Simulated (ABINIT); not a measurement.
Runs of ABINIT 10.8.3 (patched build) on InAs. It takes space group F-43m (No. 216, cubic). Conventional cell: a = 6.036 Å, b = 6.036 Å, c = 6.036 Å, α = 90.00°, β = 90.00°, γ = 90.00°. In (site symmetry -43m) has 4 As at 2.61 Å as nearest neighbours. As (site symmetry -43m) is surrounded by 4 In at 2.61 Å. 

```csv
task,level,potentials or basis,cell,cutoff (eV),cell freedom (optcell),optimiser (ionmov),cutoff smearing ecutsm (Ha),force stop (Ha/bohr),gap on the mesh (eV),pressure (GPa)
single point,PBEsol,PseudoDojo NC SR PBEsol v0.4.1 standard,as given,1034,-,-,-,-,none,1.0
single point,PBE,PseudoDojo NC SR PBE v0.4.1 standard,as given,1034,-,-,-,-,none,-
relaxation of cell and atoms,LDA,PseudoDojo NC SR LDA v0.4.1 standard,relaxed,1088,2,2,0.5,2e-05,none,0.0
single point,LDA,PseudoDojo NC SR LDA v0.4.1 standard,cell relaxed,1088,-,-,-,-,none,-0.1
single point,PBEsol,PseudoDojo NC SR PBEsol v0.4.1 standard,as given,1143,-,-,-,-,none,(a)
single point,LDA,PseudoDojo NC SR LDA v0.4.1 standard,as given,925,-,-,-,-,none,-
```

Alike in all rows: no spin polarisation; k mesh 6 × 6 × 6; smearing fermi-dirac 0.05 eV.

Question: Estimate the missing entries.

Answer: (a) 1.7.

Caveats: this crystal is a semiconductor, whose small gap the functional closes, so the metal is an error of the method.

A k mesh can miss the band edges, and the runs leave out spin-orbit coupling on As, In.

A gap of «none» marks a metal or a gap under the smearing width.
